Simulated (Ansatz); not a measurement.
## La2O3: largest V_zz and pressure against volume scale

Periodic Kohn-Sham DFT of a crystal at fixed atoms, scaled to volume_scale times the given cell; pressure positive in compression, energy less spherical unpolarised free atoms, largest_vzz the field gradient of largest size among the nuclei. The results are calculated, by Ansatz 0.2.0.

The cell before it is scaled or strained (space group P321, No. 150):
```
cell vectors (Å)
   3.9300     0.0000     0.0000
  -1.9650     3.4035     0.0000
   0.0000     0.0000     6.1200
atoms (fractions of the cell vectors)
La  0.33333  0.66667  0.25000
La  0.66667  0.33333  0.75000
O   0.25000  0.25000  0.00000
O   0.75000  0.00000  0.00000
O   0.00000  0.75000  0.00000
```

Settings of every row: method frozen-core PAW; functional PBEsol; relativity scalar; k mesh 6x6x4; filling fermi-dirac; smearing width 0.02 eV; wave cutoff 420 eV; paw set soft_2.

Atom start moment: 0 on all atoms.

Limits: PAW files made with PBE; all rows lie far from zero pressure; field gradient without spin-orbit coupling on heavy atoms; no gap: field gradients move with the k mesh; no spin-orbit coupling on heavy atoms.

| row | volume scale | V (Å³/atom) | largest V_zz (1e21 V/m^2) | pressure (GPa) |
| --- | --- | --- | --- | --- |
| 1 | 0.94 | 15.39 | -17.999 | 49.667 |
| 2 | 0.96 | 15.717 | -18.673 | 44.866 |
| 3 | 0.98 | 16.044 | -19.16 | 40.423 |
| 4 | 0.99 | 16.208 | -19.36 | 38.33 |
| 5 | 1 | 16.372 | -19.532 | 36.318 |
| 6 | 1.01 | 16.536 | -19.679 | 34.385 |
| 7 | 1.02 | 16.699 | -19.805 | 32.528 |
| 8 | 1.04 | 17.027 | -19.992 | 29.029 |
| 9 | 1.06 | 17.354 | ? | ? |

Question: what largest V_zz and pressure should row 9 give?

Worked fit of largest V_zz. Take t = volume scale − 0.99. The shown rows have t = -0.05, -0.03, -0.01, 0, 0.01, 0.02, 0.03, 0.05. Least squares give largest V_zz = −19.3602 − 19.577 × t + 145 × t² 1e21 V/m^2; a straight line predicts inner rows, each left out in turn, worse (root mean square 0.11 against 0.021 1e21 V/m^2). The rows lie off it by 0.020, -0.031, -0.010, 0.000, 0.009, 0.015, 0.012, -0.015 (root mean square 0.016 1e21 V/m^2). The withheld row has t = 0.07, so the fit gives −19.3602 − 19.577 × (0.07) + 145 × (0.07)² = -20.020 1e21 V/m^2.

The calculation gave -20.107 1e21 V/m^2. The fit lies 0.087 1e21 V/m^2 (4.1 % of the column's range) above it; its largest miss of a shown row is 0.031 1e21 V/m^2. This row lies beyond the range of the fit.

Worked fit of pressure. Take u = (V_r/V)^(2/3) − 1 with V_r = 16.29 Å³ an atom, which is twice the finite (Eulerian) strain; such expansions in the strain, on which the Birch-Murnaghan equation of state is built, carry the rest volume and the bulk modulus. The shown rows have u = 0.03862, 0.02416, 0.0102, 0.00337, -0.00334, -0.00994, -0.0164, -0.02907. Least squares give pressure = 37.3131 + 300.001 × u + 515.72 × u² GPa; a straight line predicts inner rows, each left out in turn, worse (root mean square 0.18 against 0.0039 GPa). The rows lie off it by -0.001, 0.004, -0.004, 0.000, 0.001, 0.003, -0.004, 0.001. The withheld row has u = -0.0413, so the fit gives 37.3131 + 300.001 × (-0.0413) + 515.72 × (-0.0413)² = 25.803 GPa.

The calculation gave 25.802 GPa. The fit lies 0.001 GPa (0.0042 % of the column's range) above it, one unit of the last digit. This row lies beyond the range of the fit.
